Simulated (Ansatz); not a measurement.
## Cost and result for the equilibrium volume of BP

The structure is cubic, space group F-43m (No. 216). Conventional cell: a = 4.538 Å, b = 4.538 Å, c = 4.538 Å, α = 90.00°, β = 90.00°, γ = 90.00°. Around P (site symmetry -43m) lie 4 B at 1.97 Å. Around B (site symmetry -43m) lie 4 P at 1.97 Å.

```csv
rung,level,program and potentials,cutoff (eV),k mesh,smearing,task,core time,chip,equilibrium volume (Å³/atom),miss,notes
GGA,PBEsol,"Ansatz, Ansatz PAW",420,10 × 10 × 10,fermi-dirac 0.05,relaxation of cell and atoms,6.4 s,Intel Xeon,11.54,-1.4 %,"potentials made for PBE, which Ansatz adapts in part"
GGA,PBE,"Ansatz, Ansatz PAW, small cores where the set has them",420,10 × 10 × 10,fermi-dirac 0.05,equation of state,7.5 s,Arm Neoverse V2,(a),?,-
GGA + dispersion,PBE+D4,"Ansatz, Ansatz PAW",420,10 × 10 × 10,fermi-dirac 0.05,relaxation of cell and atoms,9 s,Intel Xeon,11.42,-2.4 %,-
GGA,BLYP,"Ansatz, Ansatz PAW",420,10 × 10 × 10,fermi-dirac 0.05,equation of state,13 s,Intel Xeon,12.13,+3.7 %,"potentials made for PBE, which Ansatz adapts in part"
meta-GGA + dispersion,r2SCAN+D3(BJ),"Ansatz, Ansatz PAW",500,10 × 10 × 10,fermi-dirac 0.05,equation of state,24 s,Intel Xeon,11.53,-1.5 %,"potentials made for PBE, which Ansatz adapts in part"
hybrid,HSE06,"Ansatz, Ansatz PAW",420,5 × 5 × 5,fermi-dirac 0.05,relaxation of cell and atoms,36 s,Intel Xeon,11.60,-0.9 %,"coarse mesh; potentials made for PBE, which Ansatz adapts in part"
hybrid,HSEsol,"Ansatz, Ansatz PAW",420,5 × 5 × 5,fermi-dirac 0.05,equation of state,57 s,Arm Neoverse V1,11.46,-2.1 %,"coarse mesh; potentials made for PBE, which Ansatz adapts in part"
hybrid,CAM-B3LYP,"Ansatz, Ansatz PAW",420,5 × 5 × 5,fermi-dirac 0.05,equation of state,62 s,Arm Neoverse V2,11.65,-0.4 %,"coarse mesh; potentials made for PBE, which Ansatz adapts in part"
hybrid,HSE03,"Ansatz, Ansatz PAW",420,5 × 5 × 5,fermi-dirac 0.05,equation of state,2.3 min,AMD EPYC Zen 3,11.62,-0.7 %,"coarse mesh; potentials made for PBE, which Ansatz adapts in part"
```

Times are single runs on shared hosts and different chips, so they are rough; meshes, cutoffs and the tasks' sizes weigh on the time. All rows: no spin polarisation. Smearing widths are in eV. Meshes differ between rows, which moves values too. Meshes are those of the run's cell of 2 atoms unless a note names another. Relaxations start from the cell shown or near it and stop with a little pressure left. Misses use the values as printed. Runs on faulty files, with rough fits or with known faults for this quantity aren't shown. No row holds spin-orbit coupling.

Measured: 11.7 Å³/atom at 299.8 K (arxiv:1906.04101). The runs are for a static lattice.

Problem. Estimate the value left out from the other rows.

Solution. (a) 11.76 Å³/atom, miss +0.5 %.
